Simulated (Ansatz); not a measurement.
# Strain and the gap of TiS2 (CdI2 type)

TiS2 built on the CdI2 prototype, relaxed with r2SCAN+rVV10 in the PAW code Ansatz. The symmetry is P-3m1 (No. 164, trigonal); a = 3.411 Å, c = 5.739 Å in the conventional setting, 19.27 Å³ an atom. Around Ti lie 6 S at 2.42 Å; around S lie 3 Ti at 2.42 Å.

The axes x, y and z are those of this cell:
```
CELL_PARAMETERS angstrom
3.41060 0.00000 0.00000
-1.70530 2.95367 0.00000
0.00000 0.00000 5.73872
ATOMIC_POSITIONS crystal
Ti 0.00000 0.00000 0.00000
S 0.33333 0.66667 0.24491
S 0.66667 0.33333 0.75509
```

Unstrained: HSE06 gives an indirect gap of 0.614 eV, from Γ to L; the least direct gap is 1.158 eV at Γ. Meshes: HSE06 6×6×4. Strains are changes of length per length. After each strain the atoms were relaxed again with r2SCAN+rVV10 within the symmetry that the strain leaves, so tilts or polar shifts that break it weren't tested; points keep the names that they have in the unstrained zone. The values are computed, spin-unpolarised, and not measurements.

Changes of the least gap in eV (an overlap counts as a negative gap):
```
                                                      strain  volume change (%)  space group   HSE06
epitaxial +2.5 % in the xy plane, free normal strain -1.25 %               +3.7        P-3m1  +0.177
epitaxial +3.0 % in the xy plane, free normal strain -1.50 %               +4.5        P-3m1  +0.179
                                     uniaxial +1.5 % along x               +1.5         C2/m  +0.042
                                     uniaxial +2.5 % along z               +2.5        P-3m1  +0.009
```

Epitaxial +2.5 % in the xy plane, free normal strain -1.25 %. HSE06: the gap goes from 0.614 to 0.791 eV (+0.177 eV); the edges go from Γ → L to Γ–K (0.09) → L; with HSE06 the top three valence levels at Γ, grouped 2+1 from the top over 188 meV, become 1+2 over 163 meV.

Epitaxial +3.0 % in the xy plane, free normal strain -1.50 %. HSE06: the gap goes from 0.614 to 0.793 eV (+0.179 eV); the edges go from Γ → L to Γ–K (0.08) → L; with HSE06 the top three valence levels at Γ, grouped 2+1 from the top over 188 meV, become 1+2 over 225 meV.

Uniaxial +1.5 % along x, other directions held. HSE06: the gap goes from 0.614 to 0.656 eV (+0.042 eV); with HSE06 the top three valence levels at Γ, grouped 2+1 from the top over 188 meV, become 1+1+1 over 161 meV.

Uniaxial +2.5 % along z, other directions held. HSE06: the gap goes from 0.614 to 0.623 eV (+0.009 eV); with HSE06 the top three valence levels at Γ, grouped 2+1 from the top over 188 meV, become 2+1 over 379 meV.

Where an edge lies off the special points, it is a point of the mesh or the k point where a search put PBE's edge or least direct gap, reused for the other functionals, whose own edges may lie a little apart.

The meshes of the hybrids are coarse, so their gaps aren't converged to the digits shown.

The splittings at Γ are without spin-orbit coupling, which regroups them where it is of like size or larger.
